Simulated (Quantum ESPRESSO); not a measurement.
Crystal: NaF (Villiaumite).

```xyz
2
Lattice="0.0000 2.3200 2.3200 2.3200 0.0000 2.3200 2.3200 2.3200 0.0000" Properties=species:S:1:pos:R:3 pbc="T T T"
Na    0.0000    0.0000    0.0000
F     2.3200    2.3200    2.3200
```

Base run:

```yaml
Program: Quantum ESPRESSO 7.5
Functional: AM05
Potentials_or_basis: GBRV 1.5 PBE
Cutoff: 612 eV
Density_cutoff: 4898 eV
k_mesh: 8 × 8 × 8, shifted
Occupations: fermi-dirac, width 0.05 eV
Spin: no spin polarisation
```

Its results: pressure 1.7 GPa; electronic dielectric tensor (diagonal) 1.88.

Question: After a change of settings the same cell gave: pressure 2.9 GPa; electronic dielectric tensor (diagonal) 1.86. Which change was it?
A. functional from AM05 to LDA; potentials or basis from GBRV 1.5 PBE to GBRV 1.5 LDA
B. functional from AM05 to PBEsol; potentials or basis from GBRV 1.5 PBE to GBRV 1.5 PBEsol
C. functional from AM05 to BLYP
D. functional from AM05 to WC

Answer: C.

BLYP binds less tightly than AM05, so the same cell stands under more pressure.

Caveats: the potentials were made for another functional, which shifts forces and pressure.

Not every run made on this cell is shown here.
